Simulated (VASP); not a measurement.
Input of a VASP 6.6.1 run:

The input INCAR:

```
SYSTEM = O
  PREC = Accurate
  ENCUT = 520
  EDIFF = 1E-6
  ISMEAR = -1
  SIGMA = 0.01
  LREAL = .FALSE.
  LASPH = .TRUE.
  NELM = 100
  ALGO = Normal
  ISIF = 2
  LWAVE = .FALSE.
  LCHARG = .FALSE.
  GGA = PE
  NBANDS = 13
```

File KPOINTS:

```
Automatic mesh
0
G
  12 12 12
  0 0 0
```

Contents of POSCAR:

```
O
1.0
    0.0000000000      2.1075500000      3.3448500000
    1.4783500000      0.0000000000      3.3448500000
    1.4783500000      2.1075500000      0.0000000000
O
2
Direct
    0.0871000000      0.0871000000      0.9129000000
    0.9129000000      0.9129000000      0.0871000000
```

Potentials or basis: VASP PAW PBE potentials, release 64 (O).

Run with:

```bash
$ cat potpaw_PBE.64/O/POTCAR > POTCAR
$ mpirun -np 1 vasp_std > vasp.out
```

What does it give for the pressure?

18.2 GPa.

Predict the band gap on the k mesh.

none (metal or under the smearing width).

What does it give for the largest force?

5.745 eV/Å.

Stress tensor (GPa, compression positive):
```
-1.28  0.00  0.00
 0.00 -6.10  0.00
 0.00  0.00 61.89
```

Caveat: the standard files for N, O and F lose accuracy on very short bonds; spin is off for a triplet molecule; so large a pressure means that the cell lies far from this level's equilibrium, or that cutoff or potentials fall short; forces of over 1 eV/Å show positions far from the minimum, so gaps and moduli don't describe the material at rest.
